Q: This crystal contains only carbon. Why does it have 24 vibration frequencies?

A: Because its repeating cell holds eight atoms, and each can move in three directions. The crystal is 4H diamond: every atom has four bonds, as in ordinary diamond, but the puckered layers are stacked in a different order that repeats after four of them. The phonon q row is 1 throughout, which stands for the wave vector zero, where every cell of the crystal moves like its neighbours.

Harmonic phonon frequencies of 4H diamond (8-atom cell) at wave vector zero, computed with GPAW 26.7.0 using vdW-DF and PAW data sets (gpaw-data 1.2.1). The atoms were relaxed in a fixed cell, then displaced by 0.01 Å; plane-wave cutoff 880 eV, k mesh 12×12×4, Fermi–Dirac smearing 0.05 eV. Imaginary frequencies are given as negative.

```
row  phonon q row (row)  phonon frequency (cm⁻¹)
  1                   1                      0.0
  2                   1                      0.0
  3                   1                      0.0
  4                   1                    392.5
  5                   1                    392.5
  6                   1                    412.4
  7                   1                    412.4
  8                   1                    540.4
  9                   1                    540.4
 10                   1                    712.2
 11                   1                    723.4
 12                   1                   1077.7
 13                   1                   1190.5
 14                   1                   1190.5
 15                   1                   1229.6
 16                   1                   1229.6
 17                   1                   1242.8
 18                   1                   1242.8
 19                   1                   1255.5
 20                   1                   1294.1
 21                   1                   1294.1
 22                   1                   1299.9
 23                   1                   1309.5
 24                   1                   1327.6
```

Q: Three of the frequencies are zero. Is the crystal about to fall apart?

A: No. In those three modes the whole crystal shifts sideways or upwards, no bond changes, and nothing pulls the atoms back. An unstable distortion would appear as a negative entry, and there is none. That settles stability only for motions that repeat from cell to cell; a distortion with a longer period would need other wave vectors.

Q: Many of the other values come in equal pairs. Can I learn from that how the atoms move?

A: You can learn the direction. Every atom sits on a threefold axis along c, the stacking direction. Turn a sideways motion by 120° about such an axis and you get a different motion with the same frequency, so sideways modes come in pairs. A motion along c is not changed by the turn, so it stands alone. Above zero there are seven pairs and seven single modes, just as this symmetry requires.

Q: Then why is the pair at 540.4 1/cm so much lower than the single mode at 1077.7 1/cm?

A: Think of each puckered layer as one rigid bead. Neighbouring beads are joined by upright bonds along c, and in both of these modes I take neighbouring beads to move in opposite directions. If they move along c, the upright bonds are stretched and squeezed. If they move sideways, the bonds mainly tilt, which costs only the bending of bond angles. Carbon bonds resist stretching far more than bending: the squared frequencies differ by a factor of about four, and for equal beads that is the ratio of the stiffnesses.

The same picture accounts for all of rows 4 to 12. Four beads have three patterns of relative motion, each possible in three directions, which makes nine modes. The table does not show the motions themselves; this assignment rests on the count, the symmetry and the known vibrations of ordinary diamond.

Q: Can the bead picture predict a number?

A: Yes: two of the frequencies fix the two spring stiffnesses, and a third then follows. Let M be the mass of a bead. The joints between beads alternate between two kinds, with stiffnesses k₁ and k₂, because the bonds on either side of an upright bond are staggered at one joint and eclipsed at the next. Mark the directions of the four beads by signs. In the pattern + + − − only one kind of joint is strained. Each bead moves by u against a neighbour that moves by −u, so the joint changes by 2u and pulls back with a force 2ku. In the pattern + − + − both kinds are strained. With ω for the frequency this gives

ω² = 2k₁/M or 2k₂/M for + + − −
ω² = 2(k₁ + k₂)/M for + − + −

The square of the last frequency is therefore the sum of the squares of the other two. For the sideways modes the two lower pairs predict the third:

√(392.5² + 412.4²) = 569.3 1/cm

The calculation gives 540.4 1/cm, so the estimate is 5% too high. For motion along c the same rule falls 6% short of the computed value. The beads thus explain the order and rough spacing of the modes, but real layers flex, and forces reach beyond the next layer. The output below gives both estimates.

Q: Why are there two lower sideways pairs, and not one fourfold value?

A: Because the two kinds of joint differ. One + + − − wave strains only the staggered joints, the other only the eclipsed ones. In the bead picture the splitting of the sideways pairs means that one kind of joint is about 10% stiffer against shear than the other. Along c the difference is only about 3%. The eclipsed upright bond is slightly longer, 1.557 Å against 1.532 Å, so my guess is that it belongs to the lower of the two modes along c, at 712.2 1/cm.

Q: Above 1100 1/cm the pairs and the single modes lie close together. Why does direction matter so little there?

A: By the same count, these twelve modes are those in which the two halves of each puckered layer move against each other. Sideways, that stretches the slanted bonds within the layer. Along c it stretches them less, but it also bends the bond angles of the layer, so neither direction is soft. If neighbouring layers flex in step, the upright bonds are strained too, and every atom moves against all four neighbours. Four bonds pointing to the corners of a tetrahedron resist such a displacement about equally in all directions. If the layers flex in opposite senses, the two atoms of an upright bond move together, and this simple argument no longer promises equal values. That the whole group spans only 137 1/cm is a result of the calculation. In the lower group, by contrast, sideways motion could largely escape the stretching.

Q: What would change with a heavier element, and which digits should I believe?

A: If only the mass changed, all frequencies would scale as one over its square root: atoms four times as heavy would vibrate at half the frequency, and the order of the modes would stay. A real change of element also changes the springs. Silicon is heavier and has weaker bonds, so both effects lower its frequencies.

As for the digits, the equality within a pair is exact by symmetry, and the wide separation of shear from stretch is safe. The 5.8 1/cm between rows 21 and 22 is another matter: it is less than half a percent of either frequency, and a finer mesh or another displacement of the atoms might change it. I would not build an argument on their order.

Q: The highest value is close to the Raman line of ordinary diamond. Does that show that the functional is good?

A: Not by itself. Only the atoms were relaxed, while the cell edges were held. This functional tends to make diamond's bonds too long, so the fixed cell probably squeezes them, and squeezed bonds vibrate faster. The frequencies are also harmonic, whereas a measured line includes the effects of anharmonic motion. And the line belongs to a crystal with another stacking. A fair test would take ordinary diamond itself, relax its cell with the same functional, compute its Raman mode and allow for the anharmonic shift before comparing.

Numerical output:

```
Number of modes divided by three (atoms in the cell): 8
Number of zero modes: 3
Number of equal pairs above zero: 7
Number of single modes above zero: 7
Upright staggered bond, angstrom: 1.532
Upright eclipsed bond, angstrom: 1.557
Splitting of the two lower shear pairs (rows 4 and 6), 1/cm: 19.9
Splitting of the two lower stretch modes (rows 10 and 11), 1/cm: 11.2
Ratio of joint stiffnesses in shear, from squared frequencies of rows 6 and 4: 1.104
Ratio of joint stiffnesses in stretch, from squared frequencies of rows 11 and 10: 1.032
Stretch over shear, squared frequency ratio of rows 12 and 8: 3.977
Estimate for the upper shear pair (row 8), 1/cm: 569.3
Miss of that estimate, percent of the computed value: 5.352
Estimate for the upper stretch mode (row 12), 1/cm: 1015
Miss of that estimate, percent of the computed value: -5.804
Gap between rows 12 and 13, 1/cm: 112.8
Width of the group of rows 13 to 24, 1/cm: 137.1
Highest single mode less highest pair (rows 24 and 20), 1/cm: 33.5
Small gap between rows 21 and 22, 1/cm: 5.8
```
